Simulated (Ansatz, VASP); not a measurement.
One calculation of PbSe, two programs

POSCAR

```
PbSe
1.0
    0.0000000000      3.0281816066      3.0281816066
    3.0281816066      0.0000000000      3.0281816066
    3.0281816066      3.0281816066      0.0000000000
Pb Se
1 1
Direct
    0.5000000000      0.5000000000      0.5000000000
    0.0000000000      0.0000000000      0.0000000000
```

The input INCAR.step1:

```
SYSTEM = PbSe
PREC = Accurate
ENCUT = 520
ISMEAR = 0
SIGMA = 0.05
LREAL = .False.
LASPH = .True.
NELM = 60
NBANDS = 17
GGA = PE
ALGO = Normal
EDIFF = 1E-4
LWAVE = .True.
LCHARG = .False.
```

The input INCAR.step2:

```
SYSTEM = PbSe
PREC = Accurate
ENCUT = 520
EDIFF = 1E-7
ISMEAR = 0
SIGMA = 0.05
LREAL = .False.
LASPH = .True.
NELM = 60
ALGO = Normal
ISIF = 2
LWAVE = .False.
LCHARG = .False.
METAGGA = R2SCAN
LMIXTAU = .True.
LUSE_VDW = .True.
IVDW_NL = 2
BPARAM = 11.95
CPARAM = 0.0093
NBANDS = 17
ISTART = 1
```

Contents of KPOINTS:

```
Automatic mesh
0
Gamma
  6 6 6
  0 0 0
```

Input for Ansatz:

```yaml
crystal:
  lattice:
    - [0.0, 3.0281816066, 3.0281816066]
    - [3.0281816066, 0.0, 3.0281816066]
    - [3.0281816066, 3.0281816066, 0.0]
  atoms:
    - { symbol: Pb, position: [0.5, 0.5, 0.5] }
    - { symbol: Se, position: [0.0, 0.0, 0.0] }
basis:
  ecutwfc: 500
  ecutrho_ratio: 4
kpoints:
  mp_grid: { grid: [6, 6, 6] }
hamiltonian:
  xc: r2scan
  dispersion: rvv10
scf:
  occupations: { method: gaussian, width: 0.05 }
output:
  forces: true
  stress: true
  eigenvalues: true
```

Alike in both runs: task single point; functional r2SCAN; dispersion rVV10; k mesh 6 × 6 × 6; occupations gaussian, width 0.05 eV; no spin polarisation.

|  | VASP | Ansatz |
| --- | --- | --- |
| version | VASP 6.6.1 | Ansatz 0.2.0 |
| potentials or method | VASP PAW PBE potentials, release 64 (Pb_d, Se) | scalar-relativistic, plane waves, PAW |
| plane-wave cutoff (eV) | 520 | 500 |
| valence electrons in the cell | 20 | 30 |

```tsv
	VASP	Ansatz	Ansatz less VASP
gap on the k mesh at the Fermi level (eV)	0.42	0.42	-0.006
least direct gap on the mesh (eV)	0.42	0.42	-0.006
pressure (GPa)	2.6	2.4	-0.21
```

The two sets of potentials don't hold the same shells in valence.

Caveats: the PAW data sets were made with another functional, which shifts forces and pressure a little (VASP); spin-orbit coupling is left out, which as a rule narrows the gap of such compounds by several tenths of an eV.
